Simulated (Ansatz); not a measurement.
# Ge (Germanium): a relaxation, part 2 of 2

Aim: for Ge (Germanium), find the bulk's equilibrium cell.

Ansatz 0.2.0; DFT RPBE, scalar-relativistic, plane waves, PAW.

## (4) Relaxation repeated from the new cell

File input.yaml:

```yaml
crystal:
  lattice:
    - [0.0, 2.9073412432, 2.9073412432]
    - [2.9073412432, 0.0, 2.9073412432]
    - [2.9073412432, 2.9073412432, 0.0]
  atoms:
    - { symbol: Ge, position: [0.0, 0.0, 0.0] }
    - { symbol: Ge, position: [0.25, 0.25, 0.25] }
basis:
  ecutwfc: 420
kpoints:
  mp_grid: { grid: [12, 12, 12] }
hamiltonian:
  xc: rpbe
scf:
  occupations: { method: gaussian, width: 0.1 }
output:
  forces: true
  stress: true
  eigenvalues: true
  write_density: true
  write_potential: true
  elf: true
  volumetric_format: npy
relax:
  adjacent_minimum: "off"
  f_tol: 0.005
  max_steps: 80
  cell: { stress_tol: 0.05 }
```

Run with:

```bash
ansatz run input.yaml --threads 1 --pin off --max-ram 2560MiB --backend cpu --events-out ev --progress --plain --runs-dir out
```

Standard output (excerpt; [...] marks lines left out):

```text
Warning: RAYON_NUM_THREADS=1 ignored (pool sized by the plan → 1); use --threads N
[...]
Pseudopotentials: kind: paw
Pseudopotential: Ge, paw, valence charge 14, recommended cutoff 420 eV (normal), Ge.paw.azcp
Functional definition: RPBE
[...]
Crystal: 2 atoms, lattice volume = 49.149 Å³
Basis set: ecut = 420 eV, 941 PW (Γ), exchange–correlation on 60×60×60 points (8 copies of the dense FFT grid, shifted against one another)
Bands: 18, of which v1, the nominal top of the filled ones, is band 14 counted from 1 (13 counted from 0)
Symmetry: 48 space group operations
Space group: Fd-3m (ITA 227), of the structure as read, at distance tolerance 3.7e-5 Å
k-points: 72 of 1728
[...]
SCF iter   1: F=—  HF=-8601.429431 eV  |F-HF|=—  |Δ(HF+E_count)|=         —  Δρ=2.18e-3  dr2=1.35e-3  ethr=1.77e-3  ⟨swp⟩=5.7  Hψ=6053  notcnv=0
[...]
  atom   1  Ge    -0.00000000    -0.00000000    -0.00000000
  atom   2  Ge    -0.00000000     0.00000000    -0.00000000
[...]
--- Stress (GPa, compression-positive) ---
        0.044606      -0.000000       0.000000
       -0.000000       0.044606       0.000000
        0.000000       0.000000       0.044606
  P = ⅓ Tr σ = 0.0446 GPa (0.446 kbar)
--- Band table (eV; the first three rows and the last of 72) ---
  k-point 0: bands = ["-17.0423", "-17.0423", "-17.0423", "-17.0129", "-17.0129", "-16.8420", "-16.8420", "-16.8420", "-16.8353", "-16.8353", "-4.5008", "7.0504", "7.6415", "7.6415", "7.6415", "10.1629", "10.1629", "10.1629"]
[...]
--- Relaxed structure (1 steps of the walk, 1 accepted, 1 SCFs on fresh bases) ---
  F+E_penalty+E_count = -8601.42842305 eV   max|allowed force component| = 1.041e-17 eV/Å   (the final SCF, on the basis selected at the relaxed cell)
  cell:  # Å, volume = 49.1494 Å³
    - [0.0, 2.9073412432, 2.9073412432]
    - [2.9073412432, 0.0, 2.9073412432]
    - [2.9073412432, 2.9073412432, 0.0]
  atoms:
    - { symbol: Ge, position: [0.0, 0.0, 0.0] }
    - { symbol: Ge, position: [0.25, 0.25, 0.25] }
```

Wall time 17 s (1 thread of Intel Xeon at 2.50GHz (Skylake/Cascade Lake), shared host); peak memory 0.39 GiB.

Step by step:

```
step  E - E(step 1) (eV/cell)  largest force component (eV/Å)  pressure (GPa)  volume (Å³)
   1                   0.0000                          0.0000            0.04        49.15
   2                   0.0000                          0.0000            0.04        49.15
```

Step 1 is the start. Step 2 repeats the geometry before it on a plane-wave basis chosen anew for that cell, so its energy need not be comparable with the rows above.

Lengths and angles in the start's conventional setting:

|  | before | after | change |
| --- | --- | --- | --- |
| a (Å) | 5.815 | 5.815 | 0.0 % |
| b (Å) | 5.815 | 5.815 | 0.0 % |
| c (Å) | 5.815 | 5.815 | 0.0 % |
| volume (Å³/atom) | 24.57 | 24.57 | 0.0 % |
| shortest distance (Å) | 2.518 | 2.518 | 0.0 % |
| space group (0.01 Å) | Fd-3m | Fd-3m | same |

The run keeps the 48 symmetry operations of the start, so it could not have lowered the symmetry.

Axes a, b and c in the maps are those of this run's conventional cell (a, b, c = 5.815, 5.815, 5.815 Å).

Density in a lattice plane of the grid's cell (edges 5.81 and 5.81 Å, at 0.000 of the third edge), which holds Ge.

Values in e/Å³, 12 rows by 12 columns:
```
 6.81  1.55  0.33  0.13  0.05  0.03  0.02  0.03  0.05  0.13  0.32  1.53
 0.40  0.33  0.21  0.13  0.08  0.05  0.05  0.05  0.08  0.13  0.22  0.32
 0.13  0.13  0.13  0.13  0.13  0.13  0.15  0.13  0.13  0.13  0.13  0.13
 0.04  0.05  0.08  0.13  0.21  0.33  0.40  0.33  0.22  0.13  0.08  0.05
 0.02  0.03  0.05  0.13  0.33  1.55  6.81  1.53  0.33  0.13  0.05  0.03
 0.01  0.02  0.04  0.13  0.40  6.81 56.66  6.81  0.40  0.15  0.05  0.02
 0.02  0.03  0.05  0.13  0.32  1.53  6.81  1.55  0.33  0.13  0.05  0.03
 0.05  0.05  0.08  0.13  0.22  0.32  0.40  0.33  0.21  0.13  0.08  0.05
 0.15  0.13  0.13  0.13  0.13  0.13  0.13  0.13  0.13  0.13  0.13  0.13
 0.40  0.33  0.22  0.13  0.08  0.05  0.04  0.05  0.08  0.13  0.21  0.33
 6.81  1.53  0.33  0.13  0.05  0.03  0.02  0.03  0.05  0.13  0.33  1.55
56.66  6.81  0.40  0.15  0.05  0.02  0.01  0.02  0.04  0.13  0.40  6.81
```
Columns run along the first of these edges and rows up along the second, over one cell in 12 and 12 even steps from the bottom left corner. Atoms in the plane (fractional): Ge at (0.00, 0.00), Ge at (0.50, 0.50).

ELF in the same plane.

Ten even steps from ' ' (0.01) to '@' (0.58):
```
    --++##%%**--..              ..--**%%##++--  
--==++##%%@@**==::..          ..::==**@@%%##++==
****##@@@@%%**==--::..........::--==**%%@@@@##**
##%%@@@@@@##**++====----::----====++**##@@@@@@%%
************************************************
::----====++**##@@@@@@%%##%%@@@@@@##**++====----
......::--==**%%@@@@##******##@@@@%%**==--::....
      ..::==**@@%%##++==--==++##%%@@**==::..    
        ..--**%%##++--      --++##%%**--..      
        ..--**##**++..  ==  ..++**##**--..      
        ..--**%%##++--      --++##%%**--..      
      ..::==**@@%%##++==--==++##%%@@**==::..    
......::--==**%%@@@@##******##@@@@%%**==--::....
::----====++**##@@@@@@%%##%%@@@@@@##**++====----
************************************************
##%%@@@@@@##**++====----::----====++**##@@@@@@%%
****##@@@@%%**==--::..........::--==**%%@@@@##**
--==++##%%@@**==::..          ..::==**@@%%##++==
    --++##%%**--..              ..--**%%##++--  
==  ..++**##**--..              ..--**##**++..  
```
Columns run along the first of these edges and rows up along the second, over one cell in 24 and 20 even steps from the bottom left corner. Atoms in the plane (fractional): Ge at (0.00, 0.00), Ge at (0.50, 0.50).

Both are smooth fields of the valence electrons: close to the nuclei they are not physical.

The highest ELF values outside the cores: 0.78 on the Ge–Ge line, 1.2 Å from Ge.

## (5) What came out

What follows sums up all 2 parts. Changes of volume or cell count from the first structure of part 1.

| quantity | value |
| --- | --- |
| bulk: relaxed cell (conventional) | a = 5.815 Å, b = 5.815 Å, c = 5.815 Å, α = 90.00°, β = 90.00°, γ = 90.00° |
| bulk: space group (0.01 Å) | Fd-3m (No. 227) |
| bulk: volume | 24.57 Å³/atom |

What this shows: The bulk cell grew by 8.6 % in volume on relaxing. Measured lattice constant a of Ge: 5.6578 Å (quoted in “Tuning superconductivity in nanosecond laser annealed boron doped Si1-xGex epilayers”, 2024, arxiv:2404.02748). This calculation gives 5.815 Å (+2.8 %). 2 values of this kind are on record in papers (5.6578 to 5.658 Å); this one was drawn at random among those near their median. That is the cell relaxed with RPBE, without thermal expansion or zero-point motion.
